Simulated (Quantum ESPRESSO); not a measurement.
Os: phonons and electron-phonon coupling with PBEsol

The system is Os.

```
Os
1.0
     0.00000    1.94500    1.94500
     1.94500    0.00000    1.94500
     1.94500    1.94500    0.00000
Os
1
Direct
  0.00000 0.00000 0.00000
```

This isn't the form of Os at room conditions, which is hcp.

```json
{"Program": "Quantum ESPRESSO 7.5", "Task": "phonons and electron-phonon coupling", "Functional": "PBEsol", "Potentials or basis": "GBRV 1.5 PBEsol", "Cutoff": "612 eV", "Density cutoff": "4898 eV", "k mesh": "12 × 12 × 12", "Occupations": "methfessel-paxton, width 0.272 eV", "Spin": "no spin polarisation", "Mixing beta": "0.5", "Most SCF iterations": "120", "SCF threshold": "2e-10 Ry", "q mesh": "4 × 4 × 4"}
```

| Quantity | Value |
| --- | --- |
| Relaxed volume | 13.91 Å³/atom |
| Relaxed cell | a = 2.699 Å, b = 2.699 Å, c = 2.699 Å, α = 60.00°, β = 60.00°, γ = 60.00° |
| Space group after relaxing (to 0.05 Å) | Fm-3m (No. 225) |
| Pressure after relaxing | 0.0 GPa |
| Band gap on the k mesh | none (metal or under the smearing width) |
| Highest phonon frequency | 197 cm⁻¹ |
| Zero-point energy | 0.029 eV/atom |

Step by step:
| step | energy change (eV) | largest force (eV/Å) | pressure (GPa) | volume (Å³) |
| --- | --- | --- | --- | --- |
| 1 | 0.0000 | 0.0000 | -21.07 | 14.72 |
| 2 | -0.0017 | 0.0000 | 25.61 | 13.19 |
| 3 | -0.0561 | 0.0000 | -0.79 | 13.93 |
| 4 | -0.0561 | 0.0000 | 0.09 | 13.90 |
| 5 | -0.0561 | 0.0000 | 0.00 | 13.91 |

Final structure:
```
Os
1.0
     0.00000    1.90872    1.90872
     1.90872    0.00000    1.90872
     1.90872    1.90872    0.00000
Os
1
Cartesian
  0.0000 0.0000 0.0000
```

Levels at points of the mesh, in eV from the Fermi level:
```tsv
k point	band 5	band 6	band 7	band 8	band 9	band 10	band 11	band 12
(0.00, 0.00, 0.00)	-11.00	-3.10	-3.10	-3.10	0.01	0.01	13.22	18.97
(0.00, 0.00, -0.50)	-7.86	-3.26	-3.26	-0.33	2.46	2.46	9.01	12.91
(0.00, -0.50, -0.50)	-7.76	-7.04	2.25	2.43	3.16	3.16	11.91	11.91
```

Phonon frequencies in cm⁻¹ (negative: imaginary):
```tsv
q point	frequencies
(0.000, 0.000, 0.000)	0 0 0
(0.318, 0.000, 0.318)	137 137 192
(0.500, 0.150, 0.650)	153 159 159
(0.346, 0.346, 0.692)	147 167 177
(0.144, 0.144, 0.288)	112 121 172
(0.091, 0.091, 0.091)	48 48 86
(0.409, 0.409, 0.409)	120 120 195
(0.589, 0.321, 0.589)	144 165 178
(0.500, 0.275, 0.725)	164 166 171
(0.500, 0.450, 0.550)	124 134 186
(0.431, 0.431, 0.639)	139 165 176
(0.562, 0.125, 0.562)	138 150 152
```

Phonon frequencies at the corners of the path (cm⁻¹, interpolated; i marks imaginary ones):
| point | frequencies |
| --- | --- |
| Γ | 0 0 0 |
| X | 137 137 148 |
| W | 165 165 171 |
| K | 144 162 171 |
| L | 119 119 190 |
| U | 144 162 171 |

Phonon states per cell in windows of 10 cm⁻¹ (negative: imaginary):
```csv
from (cm⁻¹),total
10,0.00
20,0.00
30,0.00
40,0.00
50,0.01
60,0.01
70,0.02
80,0.02
90,0.03
100,0.04
110,0.08
120,0.20
130,0.36
140,0.46
150,0.43
160,0.50
170,0.40
180,0.35
190,0.08
```

Harmonic thermodynamics per atom at this volume (zero-point energy 28.6 meV, Debye temperature from the second moment 289 K):
```csv
T (K),free energy (meV),entropy (k_B),heat capacity Cv (k_B)
50,28.4,0.24,0.76
100,25.3,1.22,2.02
200,7.0,2.90,2.71
298.15,-22.5,4.01,2.86
500,-106.4,5.52,2.95
800,-268.5,6.91,2.98
```

Electron-phonon coupling by broadening of the double delta (levels on a 36 × 36 × 36 mesh):
| broadening (eV) | λ | N(E_F) (states/eV a spin and cell) | ω_log (K) | Tc, μ* 0.10 (K) | Tc, μ* 0.13 (K) |
| --- | --- | --- | --- | --- | --- |
| 0.07 | 0.61 | 0.314 | 219 | 5.2 | 3.7 |
| 0.14 | 0.57 | 0.347 | 220 | 4.4 | 3.0 |
| 0.20 | 0.57 | 0.370 | 220 | 4.2 | 2.8 |
| 0.27 | 0.57 | 0.382 | 221 | 4.3 | 2.9 |
| 0.34 | 0.57 | 0.388 | 221 | 4.4 | 3.0 |
| 0.41 | 0.58 | 0.393 | 222 | 4.6 | 3.1 |
| 0.48 | 0.58 | 0.397 | 222 | 4.7 | 3.2 |
| 0.54 | 0.59 | 0.401 | 222 | 4.7 | 3.3 |
| 0.61 | 0.59 | 0.404 | 222 | 4.8 | 3.3 |
| 0.68 | 0.59 | 0.406 | 223 | 4.7 | 3.3 |

The same from a weighted sum over the computed q points, without interpolation:
| broadening (eV) | λ | ω_log (K) | Tc, μ* 0.10 (K) | Tc, μ* 0.13 (K) |
| --- | --- | --- | --- | --- |
| 0.07 | 0.61 | 219 | 5.2 | 3.7 |
| 0.14 | 0.58 | 218 | 4.6 | 3.1 |
| 0.20 | 0.58 | 219 | 4.4 | 3.0 |
| 0.27 | 0.58 | 219 | 4.5 | 3.1 |
| 0.34 | 0.58 | 220 | 4.6 | 3.2 |
| 0.41 | 0.59 | 220 | 4.8 | 3.3 |
| 0.48 | 0.59 | 220 | 4.9 | 3.4 |
| 0.54 | 0.60 | 220 | 5.0 | 3.5 |
| 0.61 | 0.60 | 220 | 5.0 | 3.5 |
| 0.68 | 0.60 | 220 | 5.0 | 3.5 |

Eliashberg function at a broadening of 0.27 eV:
```tsv
cm⁻¹	α²F
5	0.000
15	0.000
25	0.000
35	0.000
45	0.002
55	0.003
65	0.005
75	0.008
85	0.013
95	0.021
105	0.032
116	0.061
126	0.214
136	0.331
146	0.561
156	0.698
166	1.244
176	1.026
186	0.590
196	0.010
```

Coupling and linewidth of each mode at the computed q points (broadening 0.27 eV):
| q | cm⁻¹ | λ of the modes | linewidths (GHz) |
| --- | --- | --- | --- |
| (0.00, 0.00, 0.25) | 106 106 184 | 0.17 0.16 0.07 | 8 8 10 |
| (0.00, 0.00, -0.50) | 119 119 190 | 0.22 0.21 0.13 | 14 13 20 |
| (0.00, 0.25, 0.25) | 129 129 193 | 0.15 0.15 0.07 | 11 11 11 |
| (0.00, 0.25, -0.50) | 136 163 176 | 0.20 0.35 0.15 | 16 41 20 |
| (0.00, 0.25, -0.25) | 151 167 188 | 0.08 0.12 0.22 | 8 15 35 |
| (0.00, -0.50, -0.50) | 137 137 148 | 0.22 0.22 0.54 | 18 18 53 |
| (0.25, -0.50, -0.25) | 165 165 171 | 0.29 0.29 0.23 | 35 35 30 |

It took 22 min on 4 MPI ranks on Arm Neoverse V1 (shared host), peak memory 0.44 GiB a rank.

Caveat: λ from interpolated matrix elements is rough: modes that symmetry makes equal can differ by tens of percent. The run has no spin-orbit coupling, so splittings on Os are missing.
